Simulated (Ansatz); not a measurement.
A plane-wave DFT run in Ansatz 0.2.0 (scalar-relativistic PAW potentials unless the input names others): input and command.

```yaml
crystal:
  lattice:
    - [-1.5771639876, 1.5771639876, 1.5771639876]
    - [1.5771639876, -1.5771639876, 1.5771639876]
    - [1.5771639876, 1.5771639876, -1.5771639876]
  atoms:
    - { symbol: W, position: [0.0, 0.0, 0.0], spin: 2.0 }
basis:
  ecutwfc: 420
kpoints:
  mp_grid: { grid: [18, 18, 18] }
hamiltonian:
  xc: pbesol
scf:
  occupations: { method: gaussian, width: 0.1 }
  max_iter: 75
output:
  forces: true
  eigenvalues: true
  stress: true
```

```bash
ansatz run input.yaml --threads 1 --pin off --max-ram 2560MiB --backend cpu --events-out ev --progress --plain --runs-dir out
```

Problem. Will this input run?

Solution. The program refuses it, because of a moment without spin polarisation (crystal.atoms[0].spin: not typed → 2.0). Without that key it is accepted.

Abridged log:
```
Error: inconsistent input (magnetization.spin_polarized): false but per-atom `spin:`, `per_species`, `initial_magnetization`, `magnetic_field`, or `spin_locking` is set
```